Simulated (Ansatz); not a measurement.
Ti: enthalpy under pressure, worked through

The calculation used DFT PBEsol, scalar-relativistic, plane waves, PAW (Ansatz 0.2.0). Run with 420 eV cutoff, 18×18×18 k-mesh, Gaussian smearing of 0.10 eV, no spin polarisation.

The relaxed crystal:

```
CELL_PARAMETERS angstrom
0.00000 2.02792 2.02792
2.02792 0.00000 2.02792
2.02792 2.02792 0.00000
ATOMIC_POSITIONS crystal
Ti 0.00000 0.00000 0.00000
```

Cell and atoms were relaxed at each target pressure within the start's symmetry (Fm-3m), at zero temperature; other phases can be more stable under pressure. H = E + PV with P the target; E is the free energy at the smearing used, whose derivative the pressure is, per atom and counted from zero pressure. The mesh named is that at zero pressure; some other pressures ran on another.

```
P (GPa) V (Å³/atom) E − E0 (meV) H − H0 (meV)
      0       16.680           0.0           0.0
      3       16.265           3.8         308.4
      8       15.667          23.9         806.2
     15       14.948          74.9        1474.4
     30       13.774         236.8        2815.9
     60       12.169         677.8        5234.8
```

Q: Thermodynamics gives dH/dP = V along a relaxed path. Integrate V over P by the trapezoid rule and compare with the computed enthalpies.

A: With 1 eV/Å³ = 160.22 GPa, each step adds the mean volume times ΔP / 160.22:
```tsv
P (GPa)	∫V dP (meV)	H − H0 (meV)	difference (meV)
3	308.4	308.4	0.1
8	806.7	806.2	0.4
15	1475.5	1474.4	1.1
30	2820.0	2815.9	4.1
60	5248.8	5234.8	14.0
```

V(P) curves upward, so the trapezoid rule runs high; integrating a smooth curve through the same points (P as a polynomial of degree 4 in ln V) puts that excess at about 14.3 meV at 60 GPa, against the 14.0 meV found.

Q: At 60 GPa, how much of the enthalpy change is stored energy and how much is the PV term?

A: E rises by 678 meV/atom and PV is 60 × 12.169 / 160.22 = 4557 meV/atom, so PV makes 87 % of ΔH. So between rival structures at high pressure a small difference in volume can outweigh the difference in energy: 1 % of this volume is worth 45.6 meV/atom at this pressure.

Q: What bulk modulus do the lowest pressures give?

A: From the pressures that the runs reached, -2.94 GPa (17.134 Å³) and 3.00 GPa (16.265 Å³), B = −ΔP/Δln V = 5.94 / 0.0521 = 114 GPa, a mean over that range.

This fcc form isn't the element's structure at ambient conditions.

The fcc lattice stiffens steadily on compression: each further gigapascal removes less volume than the one before, over every interval in the table. Titanium's partly filled d band supplies much of the cohesion. Near equilibrium its pull balances the repulsion that comes from the kinetic energy of the confined electrons and from overlap with the ion cores. As the atoms approach, the repulsion grows faster than the bonding, so resistance to compression rises. Pressure also generally raises the s and p states relative to the d states in early transition metals, and the resulting transfer of electrons into the d band probably softens this response somewhat.

The stored energy starts quadratically in pressure, whereas the PV term starts linearly. This is why PV dominates the enthalpy throughout, even though the share of E grows at each step. The close match between integrated volumes and enthalpies supports the internal consistency of the compression curve, but it doesn't show that the fcc lattice is stable against phonons or shear.
